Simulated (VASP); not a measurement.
# LiBr (Fm-3m) in VASP: a series of runs

Aim: see how the results for LiBr move with the level of theory and the settings. Levels: PBE, PBEsol. Tasks: equation of state.

Program: VASP 6.6.1. These are calculated values, not measurements. Logs are shortened: lines on timing, memory, paths and dates and some standing lists are left out, and cuts for length are marked.

### 1 The crystal as given

It takes space group Fm-3m (No. 225, cubic). Conventional cell: a = 5.501 Å, b = 5.501 Å, c = 5.501 Å, α = 90.00°, β = 90.00°, γ = 90.00°. Around Br (site symmetry m-3m) lie 6 Li at 2.75 Å. Around Li (site symmetry m-3m) lie 6 Br at 2.75 Å.

### 2 Equation of state, PBE, 19.56 Å³/atom (volume scaled by 0.94)

The input, INCAR:

```
ALGO = Normal
EDIFF = 1E-7
ENCUT = 520
GGA = PE
ISIF = 2
ISMEAR = -1
LASPH = True
LCHARG = False
LREAL = False
LWAVE = False
NBANDS = 12
NELM = 60
PREC = Accurate
SIGMA = 0.05
```

The input, KPOINTS:

```
k-points
0
Gamma
  8 8 8
```

The input, POSCAR:

```
LiBr
1.0
    0.0000000000      2.6944985299      2.6944985299
    2.6944985299      0.0000000000      2.6944985299
    2.6944985299      2.6944985299      0.0000000000
Br Li
1 1
Direct
    0.5000000000      0.5000000000      0.5000000000
    0.0000000000      0.0000000000      0.0000000000
```

Potentials or basis: VASP PAW PBE potentials, release 64 (Br, Li_sv).

Started as:

```bash
$ cat potpaw_PBE.64/Br/POTCAR potpaw_PBE.64/Li_sv/POTCAR > POTCAR
$ mpirun -np 1 vasp_std > vasp.out
```

OUTCAR:

```text
EDIFF = 1E-7
   ENCUT = 520
   GGA = PE
   ISIF = 2
   ISMEAR = -1
   LASPH = True
   LREAL = False
   NELM = 60
   PREC = Accurate

 ion  position               nearest neighbor table
   1  0.500  0.500  0.500-   2 2.69   2 2.69   2 2.69   2 2.69   2 2.69   2 2.69
   2  0.000  0.000  0.000-   1 2.69   1 2.69   1 2.69   1 2.69   1 2.69   1 2.69

  LATTYP: Found a face centered cubic cell.
 ALAT       =     5.3889970598

  Lattice vectors:

 A1 = (   0.0000000000,   2.6944985299,   2.6944985299)
 A2 = (   2.6944985299,   0.0000000000,   2.6944985299)
 A3 = (   2.6944985299,   2.6944985299,   0.0000000000)

Analysis of symmetry for initial positions (statically):
=====================================================================
 Subroutine PRICEL returns:
 Original cell was already a primitive cell.

 Routine SETGRP: Setting up the symmetry group for a
 face centered cubic supercell.

 Subroutine GETGRP returns: Found 48 space group operations
 (whereof 48 operations were pure point group operations)
 out of a pool of 48 trial point group operations.

The static configuration has the point symmetry O_h .

Analysis of symmetry for dynamics (positions and initial velocities):
=====================================================================
 Subroutine PRICEL returns:
 Original cell was already a primitive cell.

 Routine SETGRP: Setting up the symmetry group for a
 face centered cubic supercell.

 Subroutine GETGRP returns: Found 48 space group operations
 (whereof 48 operations were pure point group operations)
 out of a pool of 48 trial point group operations.

The dynamic configuration has the point symmetry O_h .

 Subroutine INISYM returns: Found 48 space group operations
 (whereof 48 operations are pure point group operations),
 and found     1 'primitive' translations

----------------------------------------------------------------------------------------

                                     Primitive cell

  volume of cell :      39.1259

  direct lattice vectors                    reciprocal lattice vectors
     0.000000000  2.694498530  2.694498530    -0.185563286  0.185563286  0.185563286
     2.694498530  0.000000000  2.694498530     0.185563286 -0.185563286  0.185563286
     2.694498530  2.694498530  0.000000000     0.185563286  0.185563286 -0.185563286

  length of vectors
     3.810596365  3.810596365  3.810596365     0.321405039  0.321405039  0.321405039

  position of ions in fractional coordinates (direct lattice)
     0.500000000  0.500000000  0.500000000
     0.000000000  0.000000000  0.000000000

  ion indices of the primitive-cell ions
   primitive index   ion index
                 1           1
                 2           2

----------------------------------------------------------------------------------------

 KPOINTS: k-points

Automatic generation of k-mesh.
 Grid dimensions read from file:
 generate k-points for:    8    8    8

 Generating k-lattice:

  Cartesian coordinates                     Fractional coordinates (reciprocal lattice)
    -0.023195411  0.023195411  0.023195411     0.125000000  0.000000000  0.000000000
     0.023195411 -0.023195411  0.023195411     0.000000000  0.125000000  0.000000000
     0.023195411  0.023195411 -0.023195411     0.000000000  0.000000000  0.125000000

  Length of vectors
     0.040175630  0.040175630  0.040175630

  Shift w.r.t. Gamma in fractional coordinates (k-lattice)
     0.000000000  0.000000000  0.000000000

 Subroutine IBZKPT returns following result:
 ===========================================

 Found     29 irreducible k-points:

 Following reciprocal coordinates:
            Coordinates               Weight
  0.000000  0.000000  0.000000      1.000000
  0.125000  0.000000  0.000000      8.000000
  0.250000  0.000000  0.000000      8.000000
  0.375000  0.000000  0.000000      8.000000
  0.500000  0.000000  0.000000      4.000000
  0.125000  0.125000  0.000000      6.000000
[... 21 lines left out ...]
 -0.375000  0.500000  0.125000     12.000000
 -0.250000  0.500000  0.250000      6.000000
   k-points           NKPTS =     29   k-points in BZ     NKDIM =     29   number of bands    NBANDS=     12
   number of dos      NEDOS =    301   number of ions     NIONS =      2
   total plane-waves  NPLWV =  21952
   dimension x,y,z NGX =    28 NGY =   28 NGZ =   28
   dimension x,y,z NGXF=    56 NGYF=   56 NGZF=   56
   ions per type =               1   1
   NGX,Y,Z   is equivalent  to a cutoff of  12.22, 12.22, 12.22 a.u.
   NGXF,Y,Z  is equivalent  to a cutoff of  24.43, 24.43, 24.43 a.u.
 SYSTEM =  unknown system
   PREC   = accura    normal or accurate (medium, high low for compatibility)
   ISTART =      0    job   : 0-new  1-cont  2-samecut
   ICHARG =      2    charge: 1-file 2-atom 10-const
   ISPIN  =      1    spin polarized calculation?
   LNONCOLLINEAR =      F non collinear calculations
   LSORBIT =      F    spin-orbit coupling
   LASPH  =      T    aspherical Exc in radial PAW
   ENCUT  =  520.0 eV  38.22 Ry    6.18 a.u.   7.09  7.09  7.09*2*pi/ulx,y,z
   NELM   =     60;   NELMIN=  2; NELMDL= -5     # of ELM steps
   EDIFF  = 0.1E-06   stopping-criterion for ELM
   LREAL  =      F    real-space projection
   EDIFFG = 0.1E-05   stopping-criterion for IOM
   NSW    =      0    number of steps for IOM
   IBRION =     -1    ionic relax: 0-MD 1-quasi-New 2-CG
   NFREE  =      0    steps in history (QN), initial steepest desc. (CG)
   ISIF   =      2    stress and relaxation
   ISYM   =      2    0-nonsym 1-usesym 2-fastsym
   POTIM  = 0.5000    time-step for ionic-motion
   TEBEG  =    0.0;   TEEND  =   0.0 temperature during run
   PSTRESS=    0.0 pullay stress
   NELECT =      10.0000    total number of electrons
   NUPDOWN=      -1.0000    fix difference up-down
   EMIN   =  10.00;   EMAX   =-10.00  energy-range for DOS
   EFERMI =   0.00;   METHOD = LEGACY
   ISMEAR =    -1;   SIGMA  =   0.05  broadening in eV -4-tet -1-fermi 0-gaus
   EFERMI_NEDOS =   21; number of points for ismear=-14 and -15
   IALGO  =     38    algorithm
   IMIX   =      4    mixing-type and parameters
     AMIX     =   0.40;   BMIX     =  1.00
     AMIX_MAG =   1.60;   BMIX_MAG =  1.00
  volume/ion in A,a.u.               =      19.56       132.02
  Fermi-wavevector in a.u.,A,eV,Ry     =   1.038931  1.963296 14.685836  1.079378
  Thomas-Fermi vector in A             =   2.173438
   LORBIT       =      0    0 simple, 1 ext, 2 COOP (PROOUT), +10 PAW based schemes
   GGA     = PE    functional components
   LHFCALC =     F    Hartree Fock is set to
   AEXX    =    0.0000 exact exchange contribution
   IVDW    =     0    specifies the selected vdW correction
   LEPSILON=     F    determine dielectric tensor
   LRPA    =     F    only Hartree local field effects (RPA)
 non-spin polarized calculation
  energy-cutoff  :      520.00
  volume of cell :       39.13
 maximum number of plane-waves:      1067
   NGX = 15   NGY = 15   NGZ = 15

 number of electron      10.0000000 magnetization

 number of electron       9.9999984 magnetization

 Free energy of the ion-electron system (eV)
  ---------------------------------------------------
  ext. energy  EPLUGINS =         0.00000000
  ---------------------------------------------------
  free energy    TOTEN  =        -6.62845690 eV

  energy without entropy =       -6.62845690  energy(sigma->0) =       -6.62845690

 E-fermi :   1.9444     XC(G=0):  -8.6852

 val. band max:        0.7603452373   @ k =   0.0000   0.0000   0.0000
 cond. band min:       5.9923187608   @ k =   0.0000   0.0000   0.0000
 fundamental gap:      5.2319735234
 Fermi energy:         1.9444355288

 k-point     1 :       0.0000    0.0000    0.0000
  band No.  band energies     occupation
      1     -43.5603      2.00000
      2     -12.8916      2.00000
      3       0.7603      2.00000
      4       0.7603      2.00000
      5       0.7603      2.00000
      6       5.9923      0.00000
      7      11.3052      0.00000
      8      11.3052      0.00000
      9      11.3052      0.00000
     10      13.2742      0.00000
     11      13.2743      0.00000
     12      13.2743      0.00000

 k-point     2 :       0.1250    0.0000    0.0000
  band No.  band energies     occupation
      1     -43.5600      2.00000
      2     -12.8186      2.00000
      3       0.1243      2.00000
      4       0.7130      2.00000
      5       0.7130      2.00000
      6       6.5244      0.00000
      7      10.5937      0.00000
      8      11.1689      0.00000
      9      11.1690      0.00000
     10      12.2999      0.00000
     11      12.2999      0.00000
     12      13.6390      0.00000

 k-point     3 :       0.2500    0.0000    0.0000
  band No.  band energies     occupation
      1     -43.5595      2.00000
      2     -12.6325      2.00000
      3      -1.0641      2.00000
      4       0.6058      2.00000
      5       0.6058      2.00000
      6       6.9069      0.00000
      7      10.0160      0.00000
      8      10.0161      0.00000
      9      10.7633      0.00000
     10      13.2515      0.00000
     11      13.2515      0.00000
     12      14.0357      0.00000
[... 361 lines left out ...]
 k-point    28 :      -0.3750    0.5000    0.1250
  band No.  band energies     occupation
      1     -43.5583      2.00000
      2     -12.1159      2.00000
      3      -2.1986      2.00000
      4      -0.8771      2.00000
      5      -0.4992      2.00000
      6       7.6435      0.00000
      7       8.5613      0.00000
      8      11.6292      0.00000
      9      12.1636      0.00000
     10      13.9796      0.00000
     11      17.1316      0.00000
     12      18.2636      0.00000

 k-point    29 :      -0.2500    0.5000    0.2500
  band No.  band energies     occupation
      1     -43.5583      2.00000
      2     -12.1190      2.00000
      3      -1.6110      2.00000
      4      -1.6110      2.00000
      5      -0.4957      2.00000
      6       8.9968      0.00000
      7       9.4504      0.00000
      8      10.3858      0.00000
      9      10.3858      0.00000
     10      15.1417      0.00000
     11      15.1418      0.00000
     12      18.6848      0.00000

------------------------ aborting loop because EDIFF is reached ----------------------------------------

  FORCE on cell =-STRESS in cart. coord.  units (eV):
  Direction    XX          YY          ZZ          XY          YZ          ZX
  --------------------------------------------------------------------------------------
  -------------------------------------------------------------------------------------
  Total        0.4807081      0.4807081      0.4807081      0.0000000      0.0000000      0.0000000
  in kB       19.6846715     19.6846715     19.6846715      0.0000000      0.0000000      0.0000000
  external PRESSURE =      19.6846715 kB  Pullay stress =       0.0000000 kB

 VOLUME and BASIS-vectors are now :
 -----------------------------------------------------------------------------
  energy-cutoff  :      520.00
  volume of cell :       39.13
      direct lattice vectors                 reciprocal lattice vectors
     0.000000000  2.694498530  2.694498530    -0.185563286  0.185563286  0.185563286
     2.694498530  0.000000000  2.694498530     0.185563286 -0.185563286  0.185563286
     2.694498530  2.694498530  0.000000000     0.185563286  0.185563286 -0.185563286

 POSITION                                       TOTAL-FORCE (eV/Angst)
 -----------------------------------------------------------------------------------
      2.69450      2.69450      2.69450        -0.000000      0.000000      0.000000
      0.00000      0.00000      0.00000         0.000000     -0.000000     -0.000000
 -----------------------------------------------------------------------------------
    total drift:                                0.000000      0.000000      0.000000

  FREE ENERGIE OF THE ION-ELECTRON SYSTEM (eV)
  ---------------------------------------------------
  free  energy   TOTEN  =        -6.6284568971 eV

  energy  without entropy=       -6.6284568971  energy(sigma->0) =       -6.62845690
```

It took 10 s on 1 thread of Intel Xeon 6975P-C (Granite Rapids), shared host; peak memory 0.14 GiB.

Results:

```yaml
Free_energy: -6.6285 eV
Band_gap_on_the_k_mesh: 5.23 eV, direct
```

Caveat: the cutoff is under 1.25 times the usual one of these potentials, so pressure, stress and relaxed cells hold a basis-set (Pulay) error.

(Part 1 of 2 ends here.)
